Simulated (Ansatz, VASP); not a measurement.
## One calculation of KTaO3, two programs

The input INCAR:

```
SYSTEM = KTaO3
ALGO = Normal
EDIFF = 1E-7
ENCUT = 520
GGA = PE
ISIF = 2
ISMEAR = 0
LASPH = .TRUE.
LCHARG = .TRUE.
LELF = .TRUE.
LREAL = .FALSE.
LVHAR = .TRUE.
LWAVE = .FALSE.
NBANDS = 27
NELM = 100
PREC = Accurate
SIGMA = 0.02
```

Contents of KPOINTS:

```
k-points
0
G
  8 8 8
  0 0 0
```

The input POSCAR:

```
KTaO3
1.0
    3.9883000000      0.0000000000      0.0000000000
    0.0000000000      3.9883000000      0.0000000000
    0.0000000000      0.0000000000      3.9883000000
K Ta O
1 1 3
Direct
    0.5000000000      0.5000000000      0.5000000000
    0.0000000000      0.0000000000      0.0000000000
    0.5000000000      0.0000000000      0.0000000000
    0.0000000000      0.5000000000      0.0000000000
    0.0000000000      0.0000000000      0.5000000000
```

Input for Ansatz:

```yaml
crystal:
  lattice:
    - [3.9883, 0.0, 0.0]
    - [0.0, 3.9883, 0.0]
    - [0.0, 0.0, 3.9883]
  atoms:
    - { symbol: K, position: [0.5, 0.5, 0.5] }
    - { symbol: Ta, position: [0.0, 0.0, 0.0] }
    - { symbol: O, position: [0.5, 0.0, 0.0] }
    - { symbol: O, position: [0.0, 0.5, 0.0] }
    - { symbol: O, position: [0.0, 0.0, 0.5] }
basis:
  ecutwfc: 420
kpoints:
  mp_grid: { grid: [8, 8, 8] }
hamiltonian:
  xc: pbe
scf:
  occupations: { method: gaussian, width: 0.02 }
output:
  forces: true
  stress: true
  eigenvalues: true
  populations: true
```

Alike in both runs: task single point; functional PBE; k mesh 8 × 8 × 8; occupations gaussian, width 0.02 eV; no spin polarisation.

```csv
,VASP,Ansatz
version,VASP 6.6.1,Ansatz 0.2.0
potentials or method,"VASP PAW PBE potentials, release 64 (K_sv, Ta_pv, O)","scalar-relativistic, plane waves, PAW"
plane-wave cutoff (eV),520,420
valence electrons in the cell,38,40
```

|  | VASP | Ansatz | Ansatz less VASP |
| --- | --- | --- | --- |
| gap on the k mesh at the Fermi level (eV) | 2.18 | 2.22 | +0.046 |
| least direct gap on the mesh (eV) | 2.80 | 2.83 | +0.036 |
| pressure (GPa) | 6.1 | 5.4 | -0.67 |

The functional is the same, so the differences come from potentials, cutoffs and numerics. The two sets of potentials don't hold the same shells in valence.

Caveats: spin-orbit coupling is left out, which moves the levels of the heavy elements. A k mesh can miss the band edges.
